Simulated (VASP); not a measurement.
Write the native input for VASP 6.6.1 that does the following.

| Item | Value |
| --- | --- |
| Task | single point |
| Functional | PBE |
| Potentials or basis | VASP PAW PBE potentials, release 64 (Sr_sv, V_sv, O) |
| Cutoff | 520 eV |
| k mesh | 9 × 9 × 9 |
| Occupations | fermi-dirac, width 0.1 eV |
| Spin | no spin polarisation |
| Dipole correction | no |
| Further INCAR settings | ALGO = Normal; EDIFF = 1e-07; NBANDS = 28 |

The structure of SrVO3 lies in POSCAR:

```
SrVO3
1.0
    3.7441996966      0.0000000000      0.0000000000
    0.0000000000      3.7441996966      0.0000000000
    0.0000000000      0.0000000000      3.7441996966
Sr V O
1 1 3
Direct
    0.5000000000      0.5000000000      0.5000000000
    0.0000000000      0.0000000000      0.0000000000
    0.5000000000      0.0000000000      0.0000000000
    0.0000000000      0.5000000000      0.0000000000
    0.0000000000      0.0000000000      0.5000000000
```

One way to write it, as run:

INCAR

```
SYSTEM = SrVO3
PREC = Accurate
ENCUT = 520
EDIFF = 1E-7
ISMEAR = -1
SIGMA = 0.1
LREAL = .FALSE.
LASPH = .TRUE.
NELM = 100
ALGO = Normal
ISIF = 2
LWAVE = .FALSE.
LCHARG = .FALSE.
GGA = PE
NBANDS = 28
```

KPOINTS

```
regular mesh
0
G
  9 9 9
  0 0 0
```

Potentials or basis: VASP PAW PBE potentials, release 64 (Sr_sv, V_sv, O).

Launch:

```bash
$ cat potpaw_PBE.64/Sr_sv/POTCAR potpaw_PBE.64/V_sv/POTCAR potpaw_PBE.64/O/POTCAR > POTCAR
$ mpirun -np 1 vasp_std > vasp.out
```

Results of the run:

```json
{
 "Pressure": "21.2 GPa",
 "Band gap on the k mesh": "none (metal or under the smearing width)"
}
```

Caveat: so large a pressure means that the cell lies far from this level's equilibrium, or that cutoff or potentials fall short; an odd number of electrons without spin polarisation forces a metal; a magnetic or distorted state may lie lower; the run has no spin polarisation, though such a crystal can be magnetic; semilocal functionals often make such compounds metallic where correlation or magnetic order opens a gap, which also shifts bond lengths.

Run time: 41 s on 1 thread of Intel(R) Xeon(R) Platinum 8259CL CPU @ 2.50GHz (Skylake/Cascade Lake), on a shared host, peak memory 0.19 GiB.
